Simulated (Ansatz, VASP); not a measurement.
**One calculation of Al2O3, two programs**

The input INCAR:

```
SYSTEM = Al2O3
PREC = Accurate ; ENCUT = 600
EDIFF = 1E-7 ; ISMEAR = 0
SIGMA = 0.01 ; LREAL = .False.
LASPH = .True. ; NELM = 60
ALGO = Normal ; ISIF = 3
LWAVE = .False. ; LCHARG = .False.
GGA = CA ; IBRION = 2
NSW = 100 ; EDIFFG = -0.003
```

Contents of KPOINTS:

```
regular mesh
0
Gamma
  5 5 5
  0 0 0
```

Contents of POSCAR:

```
Al2O3
1.0
    2.3802500000      1.3742379782      4.3318666667
   -2.3802500000      1.3742379782      4.3318666667
    0.0000000000     -2.7484759565      4.3318666667
Al O
4 6
Direct
    0.3521600000      0.3521600000      0.3521600000
    0.1478400000      0.1478400000      0.1478400000
    0.6478400000      0.6478400000      0.6478400000
    0.8521600000      0.8521600000      0.8521600000
    0.5566800000      0.9433200000      0.2500000000
    0.2500000000      0.5566800000      0.9433200000
    0.9433200000      0.2500000000      0.5566800000
    0.4433200000      0.0566800000      0.7500000000
    0.7500000000      0.4433200000      0.0566800000
    0.0566800000      0.7500000000      0.4433200000
```

Input for Ansatz:

```yaml
crystal:
  lattice:
    - [2.38025, 1.3742379782, 4.3318666667]
    - [-2.38025, 1.3742379782, 4.3318666667]
    - [0.0, -2.7484759565, 4.3318666667]
  atoms:
    - { symbol: Al, position: [0.35216, 0.35216, 0.35216] }
    - { symbol: Al, position: [0.14784, 0.14784, 0.14784] }
    - { symbol: Al, position: [0.64784, 0.64784, 0.64784] }
    - { symbol: Al, position: [0.85216, 0.85216, 0.85216] }
    - { symbol: O, position: [0.55668, 0.94332, 0.25] }
    - { symbol: O, position: [0.25, 0.55668, 0.94332] }
    - { symbol: O, position: [0.94332, 0.25, 0.55668] }
    - { symbol: O, position: [0.44332, 0.05668, 0.75] }
    - { symbol: O, position: [0.75, 0.44332, 0.05668] }
    - { symbol: O, position: [0.05668, 0.75, 0.44332] }
scf:
  occupations: { method: fixed }
output:
  forces: true
  stress: true
  eigenvalues: true
  write_density: true
  write_potential: true
  elf: true
  volumetric_format: npy
hamiltonian:
  xc: lda
basis:
  ecutwfc: 700
kpoints:
  mp_grid: { grid: [5, 5, 5] }
relax:
  f_tol: 0.003
  max_steps: 80
  cell: { stress_tol: 0.05 }
```

Alike in both runs: task relaxation of cell and atoms; functional LDA; k mesh 5 × 5 × 5; no spin polarisation.

```csv
,VASP,Ansatz
version,VASP 6.6.1,Ansatz 0.2.0
potentials or method,"VASP PAW LDA potentials, release 64 (Al, O)","scalar-relativistic, plane waves, PAW"
plane-wave cutoff (eV),600,700
occupations,"gaussian, width 0.01 eV",fixed
valence electrons in the cell,48,48
```

```csv
,VASP,Ansatz,Ansatz less VASP
"gap on the k mesh at the Fermi level, each at its own relaxed structure (eV)",6.42,6.43,+0.014
relaxed volume (Å³/atom),8.34,8.32,-0.014
relaxed cell length with the largest relative difference (Å),5.093,5.091,-0.0022
energy change over the relaxation (meV/atom),-3,-3,-0.4
```

LDA gaps usually lie below the measured ones, often by a third to a half. Zero-point motion and thermal expansion aren't in these numbers. LDA usually gives volumes a few per cent too small.
